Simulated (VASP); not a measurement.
The system is ZrS2.

```
Zr S
1.0
     3.69138    0.00000    0.00000
    -1.84569    3.19683    0.00000
     0.00000    0.00000    6.04108
Zr S
1 2
Direct
  0.00000 0.00000 0.00000
  0.66667 0.33333 0.76209
  0.33333 0.66667 0.23791
```

The cell is a database's computed one.

- Program: VASP 6.6.1
- Task: relaxation of cell and atoms
- Functional: PBE
- Dispersion: D3(BJ)
- Potentials or basis: VASP PAW PBE potentials, release 64 (Zr_sv, S)
- Cutoff: 600 eV
- k mesh: 9 × 9 × 5
- Occupations: gaussian, width 0.03 eV
- Spin: no spin polarisation

At the start: pressure -1.9 GPa; volume 23.76 Å³/atom.

Task: How do energy, volume and symmetry change on relaxing?

Result: Over 12 steps the energy falls by 13.6 meV/atom and the volume is 21.84 Å³/atom (-8.1 %); space group P-3m1 (No. 164, to 0.05 Å).

The path:
```
step  energy change (eV)  largest force (eV/Å)  pressure (GPa)  volume (Å³)
   1              0.0000                0.0633           -1.91        71.29
   2             -0.0046                0.4994            1.84        68.40
   3             -0.0109                0.3056            0.15        69.63
   4             -0.0179                0.2029            0.02        69.18
   5             -0.0218                0.0401           -0.18        68.48
   6             -0.0279                0.0380           -0.13        67.81
   7             -0.0396                0.0286            0.18        65.81
   8             -0.0049                0.0661            1.74        61.81
   9             -0.0399                0.0798            0.57        65.35
  10             -0.0309                0.2838           -2.04        66.27
  11             -0.0408                0.0047           -0.04        65.56
  12             -0.0408                0.0023           -0.03        65.52
```

Final structure:
```cif
data_structure
_symmetry_space_group_name_H-M 'P 1'
_symmetry_Int_Tables_number 1
_cell_length_a 3.6352
_cell_length_b 3.6352
_cell_length_c 5.7250
_cell_angle_alpha 90.000
_cell_angle_beta 90.000
_cell_angle_gamma 120.000
_cell_volume 65.52
loop_
_atom_site_label
_atom_site_type_symbol
_atom_site_fract_x
_atom_site_fract_y
_atom_site_fract_z
_atom_site_occupancy
Zr1 Zr 0.00000 0.00000 0.00000 1
S1 S 0.66667 0.33333 0.74487 1
S2 S 0.33333 0.66667 0.25513 1
```
